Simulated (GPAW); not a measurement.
Write an ASE script for GPAW 26.7.0 that does the following.

* Task: relaxation of cell and atoms
* Functional: PBEsol
* Potentials or basis: PAW data sets generated in the run's folder for this functional
* Cutoff: 600 eV
* Basis: pw
* k mesh: 10 × 10 × 10
* Occupations: fermi-dirac, width 0.05 eV
* Spin: no spin polarisation
* Target pressure: 30 GPa
* Maxiter: 150
* Optimizer: BFGS
* Fmax: 0.02 eV/Å
* Max steps: 60
* Target pressure: 30 GPa
* Convergence: density=1e-05 forces=0.0001

Crystal: Hf.

```
Hf
1.0
    -1.80500    1.80500    1.80500
     1.80500   -1.80500    1.80500
     1.80500    1.80500   -1.80500
Hf
1
Direct
  0.00000 0.00000 0.00000
```

This isn't the form of Hf at room conditions, which is hcp.

The input as run:

run.py

```python
from ase import Atoms
from ase.filters import FrechetCellFilter
from ase.io import write
from ase.optimize import BFGS
from ase.units import GPa
from gpaw import GPAW, PW, setup_paths

setup_paths.insert(0, '.')

atoms = Atoms(['Hf'],
              cell=[[-1.805, 1.805, 1.805],
                    [1.805, -1.805, 1.805],
                    [1.805, 1.805, -1.805]],
              scaled_positions=[[0.0, 0.0, 0.0]],
              pbc=True)

calc = GPAW(mode=PW(600),
            xc='PBEsol',
            kpts={'size': (10, 10, 10), 'gamma': True},
            occupations={'name': 'fermi-dirac', 'width': 0.05},
            nbands=14,
            convergence={'density': 1e-05, 'forces': 0.0001},
            maxiter=150,
            txt='gpaw.txt')
atoms.calc = calc
opt = BFGS(FrechetCellFilter(atoms, scalar_pressure=30 * GPa), trajectory='relax.traj', logfile='-')
done = opt.run(fmax=0.02, steps=60)
calc.write('gs.gpw')
write('result.traj', atoms)
print('Converged:', done)
print('Cell:', atoms.cell.cellpar().round(4))
print('Volume:', round(atoms.get_volume(), 4))
print(atoms.get_scaled_positions().round(5))
```

Potentials or basis: PAW data sets generated in the run's folder for this functional, pw.

Run with:

```bash
$ gpaw-setup -f PBEsol Hf
$ OMP_NUM_THREADS=1 python run.py
```

It gave:

| Quantity | Value |
| --- | --- |
| Relaxed volume | 17.44 Å³/atom |
| Relaxed cell | a = 2.829 Å, b = 2.829 Å, c = 2.829 Å, α = 109.47°, β = 109.47°, γ = 109.47° |
| Space group after relaxing (to 0.05 Å) | Im-3m (No. 229) |
| Energy change on relaxing (the enthalpy is what falls) | +260.8 meV/atom |
| Ionic steps | 4 |
| Pressure after relaxing | 30.0 GPa |
| Band gap on the k mesh | none (metal or under the smearing width) |

Caveat: later steps reuse the first step's grids; the volume moved by over 15 % at a fixed basis, so the end points are rough.

Run time: 35 s on 1 thread of Arm Neoverse V1, with other jobs on the host, peak memory 0.16 GiB.
